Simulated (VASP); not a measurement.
A run of VASP 6.6.1 is set up as follows.

The input INCAR:

```
ALGO = Normal
EDIFF = 1E-6
EDIFFG = -0.01
ENCUT = 600
GGA = PE
IBRION = 2
ISIF = 3
ISMEAR = 0
LASPH = T
LCHARG = F
LREAL = F
LWAVE = F
NELM = 80
NSW = 90
PREC = Accurate
SIGMA = 0.03
```

File KPOINTS:

```
k-points
0
Gamma
  8 8 8
```

POSCAR

```
KTaO3
1.0
    3.9883000000      0.0000000000      0.0000000000
    0.0000000000      3.9883000000      0.0000000000
    0.0000000000      0.0000000000      3.9883000000
K Ta O
1 1 3
Direct
    0.5000000000      0.5000000000      0.5000000000
    0.0000000000      0.0000000000      0.0000000000
    0.5000000000      0.0000000000      0.0000000000
    0.0000000000      0.5000000000      0.0000000000
    0.0000000000      0.0000000000      0.5000000000
```

Potentials or basis: VASP PAW PBE potentials, release 64 (K_sv, Ta_pv, O).

Launch:

```sh
$ cat potpaw_PBE.64/K_sv/POTCAR potpaw_PBE.64/Ta_pv/POTCAR potpaw_PBE.64/O/POTCAR > POTCAR
$ mpirun -np 1 vasp_std > vasp.out
```

**Question.** Predict the band gap on the k mesh.

**Answer.** 2.11 eV, indirect (least direct gap 2.74 eV).

**Question.** What does it give for the relaxed volume?

**Answer.** 13.07 Å³/atom.

**Question.** What does it give for the relaxed cell?

**Answer.** a = 4.028 Å, b = 4.028 Å, c = 4.028 Å, α = 90.00°, β = 90.00°, γ = 90.00°.

**Question.** Estimate the space group after relaxing (to 0.05 Å).

**Answer.** Pm-3m (No. 221).

Final structure:
```
K Ta O
1.0
     4.02782    0.00000    0.00000
     0.00000    4.02782    0.00000
     0.00000    0.00000    4.02782
K Ta O
1 1 3
Direct
  0.50000 0.50000 0.50000
  0.00000 0.00000 0.00000
  0.50000 0.00000 0.00000
  0.00000 0.50000 0.00000
  0.00000 0.00000 0.50000
```

Caveat: spin-orbit coupling is left out, which moves the levels of the heavy elements. A k mesh can miss the band edges.
